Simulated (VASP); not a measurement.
Crystal: CdS.

```
Cd S
1.0
     0.00000    2.91764    2.91764
     2.91764    0.00000    2.91764
     2.91764    2.91764    0.00000
Cd S
1 1
Direct
  0.00000 0.00000 0.00000
  0.25000 0.25000 0.25000
```

Base run:

```yaml
Program: VASP 6.6.1
Functional: PBEsol
Potentials_or_basis: VASP PAW PBE potentials, release 64 (Cd, S)
Cutoff: 520 eV
k_mesh: 8 × 8 × 8
Occupations: gaussian, width 0.03 eV
Spin: no spin polarisation
```

Its results: band gap on the k mesh 1.01 eV, direct; pressure 0.1 GPa.

**Question.** The run is repeated on the same cell with these changes: functional from PBEsol to LDA; potentials or basis from VASP PAW PBE potentials, release 64 (Cd, S) to VASP PAW LDA potentials, release 64 (Cd, S). What comes out?

**Answer.** Band gap on the k mesh 0.89 eV, direct; pressure -2.1 GPa.

Caveats: the PAW data sets were made with another functional, which shifts forces and pressure a little (some runs).
